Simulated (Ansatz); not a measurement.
MnSb

The computed numbers are results of PBE with spin–orbit coupling (two-component spinors) in the plane-wave PAW code Ansatz at 420 eV, Γ-centred 10×10×6 mesh, 0.05 eV Gaussian smearing; PAW files: Ansatz's generated set soft_2.

```
Mn Sb
1.0
     4.09914    0.00000    0.00000
    -2.04957    3.54996    0.00000
     0.00000    0.00000    5.59425
Mn Sb
2 2
Cartesian
  0.0000 0.0000 0.0000
  0.0000 0.0000 2.7971
  0.0000 2.3666 1.3986
  2.0496 1.1833 4.1957
```

The chain of runs began from a cell as deposited in COD, expanded in volume.

Magnetic state: ferromagnetic, site spin moments Mn 3.03; Sb -0.06 μB, along [001] (Cartesian), which lowers the symmetry.

**Question.** Which orbitals carry the states at the Fermi level, and how many states are there?

**Answer.** Within 0.1 eV of it: Mn 3d 67 %, Sb 5p 26 % (shares among the projected shells). The density of states at the Fermi level is about 2.4 states/eV per cell, averaged over 0.3 eV.

Density of states (tetrahedra, averaged over 0.5 eV; states/eV per cell of 4 atoms; energy in eV from the Fermi level; projections on Löwdin-orthogonalised atomic orbitals, summed over sites):

```csv
E,total,Mn 3d,Sb 5p,Mn 4s,Sb 5s
-6.10,0.0,0.0,0.0,0.0,0.0
-5.60,1.1,0.2,0.7,0.2,0.0
-5.10,2.4,0.4,1.6,0.3,0.1
-4.60,2.1,0.5,1.3,0.2,0.1
-4.10,2.4,0.9,1.2,0.1,0.1
-3.60,3.5,1.9,1.4,0.1,0.1
-3.10,5.3,3.3,1.7,0.1,0.1
-2.60,7.1,5.1,1.7,0.1,0.0
-2.10,5.7,4.1,1.4,0.1,0.0
-1.60,4.5,2.9,1.3,0.1,0.1
-1.10,2.3,1.4,0.7,0.0,0.1
-0.60,2.3,1.5,0.6,0.0,0.1
-0.10,2.2,1.4,0.5,0.0,0.1
0.40,4.7,3.8,0.5,0.1,0.1
0.90,4.7,3.5,0.8,0.1,0.1
1.40,4.4,3.3,0.8,0.1,0.1
1.90,2.9,1.6,0.9,0.1,0.1
2.40,2.6,1.1,1.1,0.1,0.1
2.90,2.0,0.8,1.0,0.1,0.1
3.40,1.6,0.5,0.7,0.2,0.0
3.90,1.3,0.2,0.4,0.3,0.0
4.40,1.7,0.1,0.4,0.5,0.0
4.90,2.1,0.2,0.4,0.6,0.0
5.40,2.3,0.2,0.4,0.6,0.1
5.90,2.1,0.1,0.3,0.4,0.0
```

Site moments are of spin, integrated over Gaussian weights of 0.5 Å, which gives about a tenth less on f atoms than spheres do. No antiparallel order was tried. The relaxed cell is 6 % smaller in volume than the cell of this structure in the Crystallography Open Database (21.57 Å³/atom, 1988).
